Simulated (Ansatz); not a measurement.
# MgS (Niningerite) (Fm-3m) in Ansatz: notebook

Runs on MgS (Niningerite). Level: PBE0. Tasks: band structure, single point, equation of state.

All numbers are computed with Ansatz 0.2.0; they aren't measurements. Logs are shortened: lines on timing, memory, paths and dates and some standing lists are left out, and cuts for length are marked.

## Step 1: Starting point

Symmetry: Fm-3m, No. 225, cubic system. Conventional cell: a = 5.203 Å, b = 5.203 Å, c = 5.203 Å, α = 90.00°, β = 90.00°, γ = 90.00°. S (site symmetry m-3m) has 6 Mg at 2.60 Å as nearest neighbours. Mg (site symmetry m-3m) is surrounded by 6 S at 2.60 Å.

## Step 2: Band structure, PBE0

Contents of input:

```
crystal:
  lattice:
    - [0.0, 2.60165, 2.60165]
    - [2.60165, 0.0, 2.60165]
    - [2.60165, 2.60165, 0.0]
  atoms:
    - { symbol: S, position: [0.5, 0.5, 0.5] }
    - { symbol: Mg, position: [0.0, 0.0, 0.0] }
hamiltonian:
  xc: pbe0
  pseudopotentials: { kind: paw }
kpoints:
  mp_grid: { grid: [6, 6, 6] }
  band_path:
    path:
      - [[0.0, 0.0, 0.0], [0.5, 0.0, 0.5], [0.5, 0.25, 0.75], [0.375, 0.375, 0.75], [0.0, 0.0, 0.0], [0.5, 0.5, 0.5], [0.625, 0.25, 0.625], [0.5, 0.25, 0.75], [0.5, 0.5, 0.5], [0.375, 0.375, 0.75]]
      - [[0.625, 0.25, 0.625], [0.5, 0.0, 0.5]]
    npoints: 4
scf:
  occupations: { method: fermi_dirac, width: 0.05 }
  n_extra_bands: 6
output:
  forces: true
  stress: true
  eigenvalues: true
  fatbands: false
  write_density: true
  write_potential: true
  elf: true
  volumetric_format: npy
```

Potentials or basis: Ansatz PAW.

Standard output:

```text
Warning: output.stress: scf.convergence.dr2_threshold = 1e-7 eV (the SCF's general default) is looser than the 2e-10 eV advised for a printed stress (1e-10 eV for each atom of the cell: 2). What an SCF threshold leaves in a stress goes as its square root, and in the free energy as the threshold itself, and one threshold admits the most on a small cell: of the crystals measured, under no hybrid functional and no lock of the moments, on runs that ended without the residual-converged pass, on stresses that held no estimate of that error, the worst erred by over 100 MPa in a component at 1e-7 eV an atom and by under 5 at 1e-10. Set scf.convergence.dr2_threshold to 2e-10 eV or tighter. The threshold is an SCF's pass mark: one that does not reach it within its budget of iterations ends unconverged, or closes short of it on a stop that the run arms, and scf.convergence.dr2_threshold's page says what that costs each kind of run
Warning: output.stress: scf.exx.energy_threshold = 1e-6 eV is looser than the 2e-8 eV advised for a stress under a hybrid functional (1e-8 eV for each atom of the cell: 2). Every SCF of the exchange loop can meet its threshold on dr2 while the loop round them stops early: no threshold on dr2 bounds what that leaves in the stress. Set scf.exx.energy_threshold to 2e-8 eV or tighter. The threshold is the loop's pass mark: a loop that does not reach it within its budget of cycles ends unconverged, and scf.exx.energy_threshold's page has the law
scf.n_extra_bands = 6 over 8 filled bands (N_el = 16.0): the run solves 14 bands
GPUs: using 1 of 1 available (devices: 1).
Engine: ansatz 0.2.0, x86_64-unknown-linux-gnu
Pseudopotentials: kind: paw
Pseudopotential: S, paw, valence charge 6, recommended cutoff 420 eV (normal), S.paw.azcp
Pseudopotential: Mg, paw, valence charge 10, recommended cutoff 420 eV (normal), Mg.paw.azcp
Functional definition: PBE0
  parameter a = 0.25
  parameter kappa = 0.804
  parameter beta = 0.06672455060314922
  exchange = (1 - a)*pbe_x(kappa = kappa, mu = beta*pi^2/3) + a*exact_x
  correlation = pbe_c(beta = beta)
device memory: the entry about to start is reckoned to put 0.4 GiB on a device that reports 49.5 GiB free (of which the cap on the GPU budget leaves the run 18.0 GiB)
GPU FFT provider: cuFFT
GPU libraries: cuBLAS 13.8.2, cuFFT 12.4.0, cuSOLVER 12.3.4
Crystal: 2 atoms, lattice volume = 35.219 Å³
Basis set: ecut = 420 eV, 701 PW (Γ), exchange–correlation on 50×50×50 points (8 copies of the dense FFT grid, shifted against one another)
Bands: 14, of which v1, the nominal top of the filled ones, is band 8 counted from 1 (7 counted from 0)
Symmetry: 48 space group operations
Space group: Fm-3m (ITA 225), of the structure as read, at distance tolerance 3.3e-5 Å
k-points: 16 of 216
Non-local potential: S, projectors of the file, l = 0: 2, l = 1: 2, l = 2: 2
Non-local potential: Mg, projectors of the file, l = 0: 3, l = 1: 2, l = 2: 1
PAW form: soft (Blöchl's): semilocal exchange-correlation on the pseudo side does not see the compensation charge
PAW frozen core: S, regenerated for the run's functional, and the local potential with it (the file was generated under x = pbe(κ = 0.804, μ = 0.2195149727645171), c = pbe(β = 0.06672455060314922))
PAW frozen core: Mg, regenerated for the run's functional, and the local potential with it (the file was generated under x = pbe(κ = 0.804, μ = 0.2195149727645171), c = pbe(β = 0.06672455060314922))
PAW one-centre angular grid: S, 110 points (default); XC on 64 Gauss nodes
PAW one-centre angular grid: Mg, 110 points (default); XC on 64 Gauss nodes
Initial density: superposition of atomic densities (neutral atoms: chi_scale 0, normalization atom), corrected by the library's trained network
Initial wavefunctions: pseudopotential atomic-orbital guess
GPU buffer pool allocated for 15625 grid points (all kernels)
GPU transforms: local potential and band sums: pruned to the plane-wave sphere, on 25×25×25
Functional: x = pbe(κ = 0.804, μ = 0.2195149727645171), c = pbe(β = 0.06672455060314922), warm-up for x = 0.75 pbe(κ = 0.804, μ = 0.2195149727645171) + 0.25 exact, c = pbe(β = 0.06672455060314922)
SCF iter   1: F=—  HF=-2828.741515 eV  |F-HF|=—  |Δ(HF+E_count)|=         —  Δρ=7.49e-4  dr2=3.00e-4  ethr=1.77e-3  ⟨swp⟩=2.2  Hψ=1603  notcnv=0
preconditioner: auto → none  [insulator: Δε(μ)=2.771 eV  Ē_g=13.468 eV  σ=0.050 eV  W_gap=1.00  n_scr=8 (ndim 8)  ℏωp=17.7 eV  f_vac=0.000  D(μ)=0.00/eV (n_scr^D=0)]
iter 2 solved again at ethr=3.16e-8 eV; its pass at ethr=1.88e-6 eV (dr2=5.05e-6 eV) is discarded
SCF iter   2: F=-2828.741270 eV  HF=-2828.741241 eV  |F-HF|=2.96e-5  |Δ(HF+E_count)|=   2.75e-4  Δρ=1.70e-4  dr2=5.03e-6  ethr=3.16e-8  ⟨swp⟩=2.8  Hψ=833  notcnv=0  defer=1
SCF 1 stopped early in 2 iterations: F = -2828.741270 eV  dr2 = 5.03e-6
device memory: the entry about to start is reckoned to put 1.0 GiB on a device that reports 63.7 GiB free (of which the cap on the GPU budget leaves the run 18.0 GiB)
GPU FFT provider: cuFFT
GPU libraries: cuBLAS 13.8.2, cuFFT 12.4.0, cuSOLVER 12.3.4
Initial density: handed on by an earlier stage of this run
Initial wavefunctions: those handed on with the density
GPU buffer pool allocated for 15625 grid points (all kernels)
GPU transforms: local potential and band sums: pruned to the plane-wave sphere, on 25×25×25
Functional: x = 0.75 pbe(κ = 0.804, μ = 0.2195149727645171) + 0.25 exact, c = pbe(β = 0.06672455060314922)
Exchange kernel: α = 0.2500, full range, Wigner–Seitz truncation, v(0) = 13409.0819 eV·Å³, q-mesh 6×6×6, nearest image of the exchange supercell L = 22.08 Å, pair-density grid 15×15×15, without the augmentation charges, whose exchange is taken in its separable form by FFT convolution over the k-point mesh (sized by the pseudopotential files, 24×24×24 at the most), smooth part of the exact exchange by density-matrix convolution in up to 1.80 GiB of GPU memory as planned if the GPU has room (build and FFT work areas not counted)
Frozen-core exchange: fock
SCF iter   1: F=—  HF=-2830.126191 eV  |F-HF|=—  |Δ(HF+E_count)|=         —  Δρ=3.93e-3  dr2=2.74e-3  ethr=3.15e-7  ⟨swp⟩=8.1  Hψ=1154  notcnv=0
preconditioner: auto → none  [insulator: Δε(μ)=4.492 eV  Ē_g=15.994 eV  σ=0.050 eV  W_gap=1.00  n_scr=8 (ndim 8)  ℏωp=17.7 eV  f_vac=0.000  D(μ)=0.00/eV (n_scr^D=0)]
SCF iter   2: F=—  HF=-2830.124645 eV  |F-HF|=—  |Δ(HF+E_count)|=   1.55e-3  Δρ=1.51e-3  dr2=6.93e-4  ethr=3.15e-7  ⟨swp⟩=3.2  Hψ=487  notcnv=0
SCF iter   3: F=—  HF=-2830.124456 eV  |F-HF|=—  |Δ(HF+E_count)|=   1.88e-4  Δρ=1.66e-4  dr2=4.44e-4  ethr=3.15e-7  ⟨swp⟩=3.0  Hψ=480  notcnv=0
SCF iter   4: F=—  HF=-2830.127801 eV  |F-HF|=—  |Δ(HF+E_count)|=   3.35e-3  Δρ=4.37e-4  dr2=6.47e-5  ethr=3.86e-8  ⟨swp⟩=4.2  Hψ=788  notcnv=0  defer=1
SCF iter   5: F=—  HF=-2830.127779 eV  |F-HF|=—  |Δ(HF+E_count)|=   2.23e-5  Δρ=8.56e-5  dr2=1.01e-5  ethr=3.86e-8  ⟨swp⟩=3.0  Hψ=490  notcnv=0
SCF iter   6: F=-2830.127827 eV  HF=-2830.127827 eV  |F-HF|=5.00e-7  |Δ(HF+E_count)|=   4.81e-5  Δρ=5.89e-5  dr2=1.65e-6  ethr=1.68e-8  ⟨swp⟩=3.3  Hψ=504  notcnv=0  defer=2
SCF 2 stopped early in 6 iterations: F = -2830.127827 eV  dr2 = 1.65e-6
hybrid outer 1: dexx = +3.612e-3 eV, tail = 3.54e-5 eV
GPU FFT provider: cuFFT
GPU libraries: cuBLAS 13.8.2, cuFFT 12.4.0, cuSOLVER 12.3.4
GPU buffer pool allocated for 15625 grid points (all kernels)
GPU transforms: local potential and band sums: pruned to the plane-wave sphere, on 25×25×25
Exchange kernel: α = 0.2500, full range, Wigner–Seitz truncation, v(0) = 13409.0819 eV·Å³, q-mesh 6×6×6, nearest image of the exchange supercell L = 22.08 Å, pair-density grid 15×15×15, without the augmentation charges, whose exchange is taken in its separable form by FFT convolution over the k-point mesh (sized by the pseudopotential files, 24×24×24 at the most), smooth part of the exact exchange by density-matrix convolution in up to 1.80 GiB of GPU memory as planned if the GPU has room (build and FFT work areas not counted)
Frozen-core exchange: fock
SCF iter   1: F=—  HF=-2830.127813 eV  |F-HF|=—  |Δ(HF+E_count)|=         —  Δρ=4.07e-5  dr2=8.72e-7  ethr=1.11e-6  ⟨swp⟩=3.3  Hψ=469  notcnv=0
preconditioner: auto → none  [insulator: Δε(μ)=4.529 eV  Ē_g=15.998 eV  σ=0.050 eV  W_gap=1.00  n_scr=8 (ndim 8)  ℏωp=17.7 eV  f_vac=0.000  D(μ)=0.00/eV (n_scr^D=0)]
SCF iter   2: F=—  HF=-2830.127813 eV  |F-HF|=—  |Δ(HF+E_count)|=   3.16e-7  Δρ=9.32e-6  dr2=3.63e-8  ethr=5.18e-9  ⟨swp⟩=3.0  Hψ=478  notcnv=0
SCF iter   3: F=-2830.127813 eV  HF=-2830.127813 eV  |F-HF|=3.61e-9  |Δ(HF+E_count)|=   1.21e-7  Δρ=3.41e-6  dr2=2.20e-9  ethr=6.33e-11  ⟨swp⟩=4.8  Hψ=753  notcnv=0  defer=2
SCF 3 converged in 3 iterations: F = -2830.127813 eV  dr2 = 2.20e-9
  Residual-converged pass: ⟨swp⟩=2.0  Hψ=308  notcnv=0  max |occ|·‖R‖ = 2.4e-6 eV (tolerance 2.4e-6 eV)  dr2=2.20e-9  dr2_onsite=2.27e-9  max |Δocc| = 0.0e0
hybrid outer 2: dexx = +1.372e-7 eV, tail = 2.15e-8 eV, Δε = 2.73e-3 eV (about 1.53e-4 eV left of the loop's levels)
device memory: the entry about to start is reckoned to put 0.3 GiB on a device that reports 35.1 GiB free (of which the cap on the GPU budget leaves the run 18.0 GiB)
NSCF: frozen V_eff on 42 k-points, pencils in batches of 32, up to order 64
hybrid SCF converged: 2 outer / 9 inner (+2 warm-up), last move |dexx| = 1.37e-7 eV, tail = 2.15e-8 eV
Stability not checked: this state was not tested for a lower state beside it, because the functional holds exact exchange (a hybrid, or Hartree-Fock), whose exchange loop this test does not read (fock_operator; see scf.lower_state_search)
Free energy (F): -2830.127813 eV
Frozen-core exchange: fock
Harris-Foulkes:  -2830.127813 eV  (|F-HF|=3.61e-9)
Internal energy: -2830.127813 eV  (E = F + TS)
E sigma→0 (E₀):  -2830.127813 eV
Fermi energy:    7.628241 eV
--- Per-component energies (eV) ---
  E_band       = -380.680389
  E_kinetic    = 185.209725
  E_local      = -1665.770564  (includes V_loc(G=0)·N_el)
  E_nonlocal   = 122.679816
  E_hartree    = 593.395004
  E_xc         = -98.528954
  E_vxc        = -98.380844  (∫ρ·V_xc dr)
  E_exx        = -69.629014  (= α·E_x^exact, valence–valence)
  E_paw        = -853.621815  (= ΣΔE_a)
  E_vpaw       = 28.047486  (= ΣTr[D̂ρ^β])
  E_aug_tail   = -0.000002  (compensation charges beyond the density's cutoff)
  E_ewald      = -1043.740020
  E_core_change = -0.121988  (= ΣΔE_core)
  E_smearing   = -0.000000  (= −TS)
  E_closure    = 0.000000  (closes the sum)
  Σ components = -2830.127813   (vs F -2830.127813, Δ=4.55e-13)
--- Forces (eV/Å), atoms counted from 1 ---
  atom   1  S     -0.00000000    -0.00000000     0.00000000
  atom   2  Mg    -0.00000000     0.00000000    -0.00000000
  max |Σ_I F_I| component: 9.10e-26 eV/Å
--- Stress (GPa, compression-positive) ---
       -0.385608       0.000000       0.000000
        0.000000      -0.385608      -0.000000
       -0.000000       0.000000      -0.385608
  P = ⅓ Tr σ = -0.3856 GPa (-3.856 kbar)
--- Band table (eV; the first three rows and the last of 16) ---
  k-point 0: bands = ["-74.3317", "-39.2288", "-39.2288", "-39.2288", "-8.6612", "5.3604", "5.3604", "5.3604", "10.8868", "15.1952", "15.1952", "15.1952", "17.7704", "17.7704"]
  k-point 1: bands = ["-74.3316", "-39.2307", "-39.2290", "-39.2290", "-8.3699", "3.6117", "5.1742", "5.1742", "12.0088", "14.9180", "15.5003", "15.5003", "17.0490", "17.0490"]
  k-point 2: bands = ["-74.3314", "-39.2343", "-39.2294", "-39.2294", "-7.6670", "1.1437", "4.8494", "4.8494", "11.9016", "14.6294", "14.6294", "16.9087", "18.9681", "18.9681"]
  k-point 15: bands = ["-74.3311", "-39.2346", "-39.2327", "-39.2316", "-6.7749", "1.2137", "2.5226", "2.9714", "11.6066", "13.3668", "16.6207", "17.2215", "21.5263", "22.7212"]
```

Wall time 35 s (1 × NVIDIA H100 80GB HBM3 with 2 threads of AMD EPYC 7R13 (Zen 3), shared host); peak memory 1.6 GiB.

Results:

| Quantity | Value |
| --- | --- |
| Free energy | -2830.1278 eV |
| Pressure | -0.4 GPa |
| Band gap on the k mesh | 4.53 eV, indirect (least direct gap 5.53 eV) |
| Band gap along the path | 4.53 eV, indirect (least direct gap 5.53 eV) |

Levels at the corners of the path, in eV from the valence-band top:
```csv
point,band 5,band 6,band 7,band 8,band 9,band 10,band 11,band 12
Γ,-14.02,0.00,0.00,0.00,5.53,9.83,9.83,9.83
X,-12.17,-4.64,-1.86,-1.86,4.53,6.05,14.29,15.02
W,-12.12,-3.56,-3.56,-2.54,7.15,9.87,9.87,10.10
K,-12.17,-4.08,-3.48,-1.50,5.68,8.57,11.82,12.19
Γ,-14.02,0.00,0.00,0.00,5.53,9.83,9.83,9.83
L,-12.58,-5.32,-0.65,-0.65,6.28,8.82,8.82,12.43
U,-12.17,-4.08,-3.48,-1.50,5.68,8.57,11.82,12.19
W,-12.12,-3.56,-3.56,-2.54,7.15,9.87,9.87,10.10
L,-12.58,-5.32,-0.65,-0.65,6.28,8.82,8.82,12.43
K,-12.17,-4.08,-3.48,-1.50,5.68,8.57,11.82,12.19
U,-12.17,-4.08,-3.48,-1.50,5.68,8.57,11.82,12.19
X,-12.17,-4.64,-1.86,-1.86,4.53,6.05,14.29,15.02
```

Caveat: the PAW data sets come from PBE, with cores solved anew for the run's functional, which leaves a small shift of forces and pressure; the thresholds are loose for stress.

[end of part 1 of 2]
